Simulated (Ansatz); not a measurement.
# Platinum, bcc under BLYP: from relaxation to bulk modulus, part 2 of 2

The plan for platinum in the bcc structure: relax it, solve it on a dense k-mesh, then scale the cell to 7 volumes from 88 to 112 % of the relaxed one and try a fit of the equation of state. Spin polarisation is left out. The k-meshes are 14×14×14 for the relaxation; 22×22×22 for the dense run; 15×15×15 for the volumes.

Ansatz 0.2.0; DFT, BLYP, plane waves (420 eV) with PAW, scalar-relativistic.

**5. Volume × 0.92**

This is Pt in the bcc structure; at room conditions it is fcc.

File input.yaml:

```yaml
crystal:
  lattice:
    - [-1.5709839843, 1.5709839843, 1.5709839843]
    - [1.5709839843, -1.5709839843, 1.5709839843]
    - [1.5709839843, 1.5709839843, -1.5709839843]
  atoms:
    - { symbol: Pt, position: [0.0, 0.0, 0.0] }
hamiltonian:
  xc: blyp
  pseudopotentials:
    kind: paw
    azcp:
      Pt: "pseudopotentials/Pt.paw.azcp"
basis:
  ecutwfc: 420
  fft_grid_basis: typed
kpoints:
  mp_grid: { grid: [15, 15, 15], shift: [0, 0, 0] }
magnetization:
  spin_polarized: false
scf:
  occupations: { method: fermi_dirac, width: 0.1 }
  lower_state_search: "off"
output:
  stress: true
  write_density: true
  write_potential: true
  elf: true
  volumetric_format: npy
```

Started as:

```sh
ansatz run input.yaml --threads 2 --pin off --max-ram 5120MiB --backend cpu --events-out ev --progress --plain --runs-dir out
```

Standard output (excerpt; [...] marks lines left out):

```text
Warning: RAYON_NUM_THREADS=2 ignored (pool sized by the plan → 2); use --threads N
[...]
Pseudopotentials: kind: paw
Pseudopotential: Pt, paw, valence charge 18, recommended cutoff 420 eV (normal), <dir>
Functional definition: BLYP
[...]
Crystal: 1 atoms, lattice volume = 15.509 Å³
Basis set: ecut = 420 eV, 321 PW (Γ), exchange–correlation on 40×40×40 points (8 copies of the dense FFT grid, shifted against one another)
Bands: 13, of which v1, the nominal top of the filled ones, is band 9 counted from 1 (8 counted from 0)
Symmetry: 48 space group operations
Space group: Im-3m (ITA 229), of the structure as read, at distance tolerance 2.5e-5 Å
k-points: 120 of 3375
[...]
SCF iter   1: F=—  HF=-12548.941245 eV  |F-HF|=—  |Δ(HF+E_count)|=         —  Δρ=1.30e-2  dr2=2.78e-2  ethr=1.77e-3  ⟨swp⟩=5.0  Hψ=8660  notcnv=0
[...]
SCF iter   6: F=-12548.934507 eV  HF=-12548.934507 eV  |F-HF|=1.35e-10  |Δ(HF+E_count)|=   2.29e-8  Δρ=1.65e-6  dr2=2.82e-10  ethr=5.75e-11  ⟨swp⟩=4.3  Hψ=7723  notcnv=0
[...]
SCF converged after 6 iterations
Free energy (F): -12548.934507 eV
[...]
E sigma→0 (E₀):  -12548.921238 eV
Entropy (-TS):   -0.026537 eV (-26.537 meV/atom)
Fermi energy:    22.866899 eV
[...]
--- Stress (GPa, compression-positive) ---
       19.700334      -0.000000      -0.000000
        0.000000      19.700334      -0.000000
        0.000000      -0.000000      19.700334
  P = ⅓ Tr σ = 19.7003 GPa (197.003 kbar)
--- Band table (eV; the first three rows and the last of 120) ---
  k-point 0: bands = ["-75.2780", "-29.2652", "-29.2652", "-29.2652", "13.2989", "19.2447", "19.2447", "19.2447", "21.7951", "21.7951", "40.2106", "40.2106", "40.2106"]
[...]
```

Run time: 0.65 s. Hardware: 2 threads of AMD EPYC 9R45 (Zen 5), shared host; peak memory 0.37 GiB.

**6. Volume × 0.96**

input.yaml, as its differences from that of step 5:

```diff
@@ -2,5 +2,5 @@
   lattice:
-    - [-1.5709839843, 1.5709839843, 1.5709839843]
-    - [1.5709839843, -1.5709839843, 1.5709839843]
-    - [1.5709839843, 1.5709839843, -1.5709839843]
+    - [-1.5934296452, 1.5934296452, 1.5934296452]
+    - [1.5934296452, -1.5934296452, 1.5934296452]
+    - [1.5934296452, 1.5934296452, -1.5934296452]
   atoms:
@@ -25,5 +25 @@
   stress: true
-  write_density: true
-  write_potential: true
-  elf: true
-  volumetric_format: npy
```

Started as:

```sh
ansatz run input.yaml --threads 2 --pin off --max-ram 5120MiB --backend cpu --events-out ev --progress --plain --runs-dir out
```

Standard output (excerpt; [...] marks lines left out):

```text
Warning: RAYON_NUM_THREADS=2 ignored (pool sized by the plan → 2); use --threads N
[...]
[... 3 set-up lines as earlier in the session ...]
[...]
Crystal: 1 atoms, lattice volume = 16.183 Å³
Basis set: ecut = 420 eV, 321 PW (Γ), exchange–correlation on 40×40×40 points (8 copies of the dense FFT grid, shifted against one another)
Bands: 13, of which v1, the nominal top of the filled ones, is band 9 counted from 1 (8 counted from 0)
[... 2 set-up lines as earlier in the session ...]
k-points: 120 of 3375
[...]
SCF iter   1: F=—  HF=-12548.998957 eV  |F-HF|=—  |Δ(HF+E_count)|=         —  Δρ=1.24e-2  dr2=2.71e-2  ethr=1.77e-3  ⟨swp⟩=5.0  Hψ=8467  notcnv=0
[...]
SCF iter   6: F=-12548.992766 eV  HF=-12548.992766 eV  |F-HF|=5.09e-11  |Δ(HF+E_count)|=   2.43e-8  Δρ=1.71e-6  dr2=2.52e-10  ethr=5.04e-11  ⟨swp⟩=2.0  Hψ=5286  notcnv=0
[...]
SCF converged after 6 iterations
Free energy (F): -12548.992766 eV
[...]
E sigma→0 (E₀):  -12548.978278 eV
Entropy (-TS):   -0.028977 eV (-28.977 meV/atom)
Fermi energy:    21.625713 eV
[...]
--- Stress (GPa, compression-positive) ---
        8.467793       0.000000      -0.000000
       -0.000000       8.467793       0.000000
        0.000000      -0.000000       8.467793
  P = ⅓ Tr σ = 8.4678 GPa (84.678 kbar)
```

It took 0.49 s on 2 threads of AMD EPYC 9R45 (Zen 5), shared host; peak memory 0.36 GiB.

**7. Volume × 1.0**

input.yaml, as its differences from that of step 6:

```diff
@@ -2,5 +2,5 @@
   lattice:
-    - [-1.5934296452, 1.5934296452, 1.5934296452]
-    - [1.5934296452, -1.5934296452, 1.5934296452]
-    - [1.5934296452, 1.5934296452, -1.5934296452]
+    - [-1.6152601613, 1.6152601613, 1.6152601613]
+    - [1.6152601613, -1.6152601613, 1.6152601613]
+    - [1.6152601613, 1.6152601613, -1.6152601613]
   atoms:
```

Started as:

```sh
ansatz run input.yaml --threads 2 --pin off --max-ram 5120MiB --backend cpu --events-out ev --progress --plain --runs-dir out
```

Standard output (excerpt; [...] marks lines left out):

```text
Warning: RAYON_NUM_THREADS=2 ignored (pool sized by the plan → 2); use --threads N
[...]
[... 3 set-up lines as earlier in the session ...]
[...]
Crystal: 1 atoms, lattice volume = 16.857 Å³
Basis set: ecut = 420 eV, 321 PW (Γ), exchange–correlation on 40×40×40 points (8 copies of the dense FFT grid, shifted against one another)
Bands: 13, of which v1, the nominal top of the filled ones, is band 9 counted from 1 (8 counted from 0)
[... 2 set-up lines as earlier in the session ...]
k-points: 120 of 3375
[...]
SCF iter   1: F=—  HF=-12549.014817 eV  |F-HF|=—  |Δ(HF+E_count)|=         —  Δρ=1.17e-2  dr2=2.59e-2  ethr=1.77e-3  ⟨swp⟩=5.0  Hψ=8453  notcnv=0
[...]
SCF iter   6: F=-12549.009361 eV  HF=-12549.009361 eV  |F-HF|=3.63e-9  |Δ(HF+E_count)|=   1.07e-7  Δρ=6.58e-6  dr2=3.80e-9  ethr=5.56e-10  ⟨swp⟩=4.0  Hψ=4843  notcnv=0
[...]
SCF converged after 6 iterations
Free energy (F): -12549.009361 eV
[...]
E sigma→0 (E₀):  -12548.993550 eV
Entropy (-TS):   -0.031623 eV (-31.623 meV/atom)
Fermi energy:    20.484202 eV
[...]
--- Stress (GPa, compression-positive) ---
       -0.204752      -0.000000       0.000000
        0.000000      -0.204752       0.000000
        0.000000      -0.000000      -0.204752
  P = ⅓ Tr σ = -0.2048 GPa (-2.048 kbar)
```

Wall time 0.49 s (2 threads of AMD EPYC 9R45 (Zen 5), shared host); peak memory 0.36 GiB.

**8. Volume × 1.04**

input.yaml, as its differences from that of step 7:

```diff
@@ -2,5 +2,5 @@
   lattice:
-    - [-1.6152601613, 1.6152601613, 1.6152601613]
-    - [1.6152601613, -1.6152601613, 1.6152601613]
-    - [1.6152601613, 1.6152601613, -1.6152601613]
+    - [-1.6365160221, 1.6365160221, 1.6365160221]
+    - [1.6365160221, -1.6365160221, 1.6365160221]
+    - [1.6365160221, 1.6365160221, -1.6365160221]
   atoms:
```

Started as:

```sh
ansatz run input.yaml --threads 2 --pin off --max-ram 5120MiB --backend cpu --events-out ev --progress --plain --runs-dir out
```

Standard output (excerpt; [...] marks lines left out):

```text
Warning: RAYON_NUM_THREADS=2 ignored (pool sized by the plan → 2); use --threads N
[...]
[... 3 set-up lines as earlier in the session ...]
[...]
Crystal: 1 atoms, lattice volume = 17.532 Å³
Basis set: ecut = 420 eV, 321 PW (Γ), exchange–correlation on 40×40×40 points (8 copies of the dense FFT grid, shifted against one another)
Bands: 13, of which v1, the nominal top of the filled ones, is band 9 counted from 1 (8 counted from 0)
[... 2 set-up lines as earlier in the session ...]
k-points: 120 of 3375
[...]
SCF iter   1: F=—  HF=-12548.998633 eV  |F-HF|=—  |Δ(HF+E_count)|=         —  Δρ=1.11e-2  dr2=2.48e-2  ethr=1.77e-3  ⟨swp⟩=5.0  Hψ=8400  notcnv=0
[...]
SCF iter   6: F=-12548.993843 eV  HF=-12548.993843 eV  |F-HF|=4.50e-9  |Δ(HF+E_count)|=   1.31e-7  Δρ=6.37e-6  dr2=3.37e-9  ethr=5.56e-10  ⟨swp⟩=4.0  Hψ=4779  notcnv=0
[...]
SCF converged after 6 iterations
Free energy (F): -12548.993843 eV
[...]
E sigma→0 (E₀):  -12548.976621 eV
Entropy (-TS):   -0.034444 eV (-34.444 meV/atom)
Fermi energy:    19.431567 eV
[...]
--- Stress (GPa, compression-positive) ---
       -6.874229       0.000000      -0.000000
        0.000000      -6.874229       0.000000
       -0.000000      -0.000000      -6.874229
  P = ⅓ Tr σ = -6.8742 GPa (-68.742 kbar)
```

Run time: 0.46 s. Hardware: 2 threads of AMD EPYC 9R45 (Zen 5), shared host; peak memory 0.37 GiB.

**9. Volume × 1.08**

input.yaml, as its differences from that of step 8:

```diff
@@ -2,5 +2,5 @@
   lattice:
-    - [-1.6365160221, 1.6365160221, 1.6365160221]
-    - [1.6365160221, -1.6365160221, 1.6365160221]
-    - [1.6365160221, 1.6365160221, -1.6365160221]
+    - [-1.6572336141, 1.6572336141, 1.6572336141]
+    - [1.6572336141, -1.6572336141, 1.6572336141]
+    - [1.6572336141, 1.6572336141, -1.6572336141]
   atoms:
@@ -25 +25,5 @@
   stress: true
+  write_density: true
+  write_potential: true
+  elf: true
+  volumetric_format: npy
```

Started as:

```sh
ansatz run input.yaml --threads 2 --pin off --max-ram 5120MiB --backend cpu --events-out ev --progress --plain --runs-dir out
```

Standard output (excerpt; [...] marks lines left out):

```text
Warning: RAYON_NUM_THREADS=2 ignored (pool sized by the plan → 2); use --threads N
[...]
[... 3 set-up lines as earlier in the session ...]
[...]
Crystal: 1 atoms, lattice volume = 18.206 Å³
Basis set: ecut = 420 eV, 369 PW (Γ), exchange–correlation on 40×40×40 points (8 copies of the dense FFT grid, shifted against one another)
Bands: 13, of which v1, the nominal top of the filled ones, is band 9 counted from 1 (8 counted from 0)
[... 2 set-up lines as earlier in the session ...]
k-points: 120 of 3375
[...]
SCF iter   1: F=—  HF=-12548.957585 eV  |F-HF|=—  |Δ(HF+E_count)|=         —  Δρ=1.05e-2  dr2=2.33e-2  ethr=1.77e-3  ⟨swp⟩=4.9  Hψ=8248  notcnv=0
[...]
SCF iter   6: F=-12548.953701 eV  HF=-12548.953701 eV  |F-HF|=4.88e-9  |Δ(HF+E_count)|=   1.49e-7  Δρ=6.21e-6  dr2=3.30e-9  ethr=5.33e-10  ⟨swp⟩=5.0  Hψ=8407  notcnv=0
[...]
SCF converged after 6 iterations
Free energy (F): -12548.953701 eV
[...]
E sigma→0 (E₀):  -12548.934995 eV
Entropy (-TS):   -0.037412 eV (-37.412 meV/atom)
Fermi energy:    18.458335 eV
[...]
--- Stress (GPa, compression-positive) ---
      -11.973011      -0.000000       0.000000
        0.000000     -11.973011       0.000000
        0.000000       0.000000     -11.973011
  P = ⅓ Tr σ = -11.9730 GPa (-119.730 kbar)
--- Band table (eV; the first three rows and the last of 120) ---
  k-point 0: bands = ["-79.2353", "-33.2894", "-33.2894", "-33.2894", "10.4236", "15.6294", "15.6294", "15.6294", "17.6356", "17.6356", "35.7373", "35.7373", "35.7373"]
[...]
```

Run time: 0.64 s. Hardware: 2 threads of AMD EPYC 9R45 (Zen 5), shared host; peak memory 0.37 GiB.

**10. Volume × 1.12**

input.yaml, as its differences from that of step 9:

```diff
@@ -2,5 +2,5 @@
   lattice:
-    - [-1.6572336141, 1.6572336141, 1.6572336141]
-    - [1.6572336141, -1.6572336141, 1.6572336141]
-    - [1.6572336141, 1.6572336141, -1.6572336141]
+    - [-1.6774457721, 1.6774457721, 1.6774457721]
+    - [1.6774457721, -1.6774457721, 1.6774457721]
+    - [1.6774457721, 1.6774457721, -1.6774457721]
   atoms:
@@ -25,5 +25 @@
   stress: true
-  write_density: true
-  write_potential: true
-  elf: true
-  volumetric_format: npy
```

Started as:

```sh
ansatz run input.yaml --threads 2 --pin off --max-ram 5120MiB --backend cpu --events-out ev --progress --plain --runs-dir out
```

Standard output (excerpt; [...] marks lines left out):

```text
Warning: RAYON_NUM_THREADS=2 ignored (pool sized by the plan → 2); use --threads N
[...]
[... 3 set-up lines as earlier in the session ...]
[...]
Crystal: 1 atoms, lattice volume = 18.880 Å³
Basis set: ecut = 420 eV, 369 PW (Γ), exchange–correlation on 40×40×40 points (8 copies of the dense FFT grid, shifted against one another)
Bands: 13, of which v1, the nominal top of the filled ones, is band 9 counted from 1 (8 counted from 0)
[... 1 set-up line as earlier in the session ...]
Space group: Im-3m (ITA 229), of the structure as read, at distance tolerance 2.7e-5 Å
k-points: 120 of 3375
[...]
SCF iter   1: F=—  HF=-12548.897952 eV  |F-HF|=—  |Δ(HF+E_count)|=         —  Δρ=9.97e-3  dr2=2.20e-2  ethr=1.77e-3  ⟨swp⟩=4.9  Hψ=8258  notcnv=0
[...]
SCF iter   6: F=-12548.894802 eV  HF=-12548.894802 eV  |F-HF|=5.20e-9  |Δ(HF+E_count)|=   1.44e-7  Δρ=6.16e-6  dr2=3.37e-9  ethr=5.27e-10  ⟨swp⟩=2.5  Hψ=5370  notcnv=0
[...]
SCF converged after 6 iterations
Free energy (F): -12548.894802 eV
[...]
E sigma→0 (E₀):  -12548.874550 eV
Entropy (-TS):   -0.040503 eV (-40.503 meV/atom)
Fermi energy:    17.556211 eV
[...]
--- Stress (GPa, compression-positive) ---
      -15.833227       0.000000      -0.000000
        0.000000     -15.833227      -0.000000
       -0.000000       0.000000     -15.833227
  P = ⅓ Tr σ = -15.8332 GPa (-158.332 kbar)
```

Run time: 0.49 s. Hardware: 2 threads of AMD EPYC 9R45 (Zen 5), shared host; peak memory 0.37 GiB.

**11. The equation of state**

All volumes keep the relaxed shape and fractional coordinates.

```tsv
V (Å³/atom)	E − E₀ (meV/atom)	P from the stress (GPa)	P from the fit (GPa)
14.834	183.4	34.22	34.02
15.509	72.3	19.70	19.41
16.183	15.3	8.47	8.15
16.857	0.0	-0.20	-0.52
17.532	17.0	-6.87	-7.20
18.206	58.6	-11.97	-12.33
18.880	119.0	-15.83	-16.25
```

Fit (Birch-Murnaghan, third order): V₀ = 16.811 Å³/atom, B₀ = 193 GPa, B₀′ = 5.5, largest residual 0.05 meV/atom.

The fit is made to E(σ → 0), while the stress belongs to the free energy F; that is one source of the offset between the two pressures.

**12. Results**

What follows sums up all 2 parts.

| quantity | value |
| --- | --- |
| space group (spins left aside) | Im-3m (No. 229) |
| conventional cell | a = 3.231 Å |
| volume | 16.857 Å³/atom |
| shortest distance | 2.798 Å |
| gap on the mesh | none (levels filled in part) |
| relative to fcc | +73 meV/atom |
| V₀, B₀, B₀′ | 16.811 Å³/atom, 193 GPa, 5.5 |

What this shows: From the guessed start the volume grew by 11.7 % in 6 steps. It lies 73 meV/atom above the element's reference form at the same level (fcc, from a run of its own). Levels at the Fermi energy are filled in part, as in a metal. B₀ comes out at 193 GPa. Relaxation kept the symmetry; phonons were not checked.
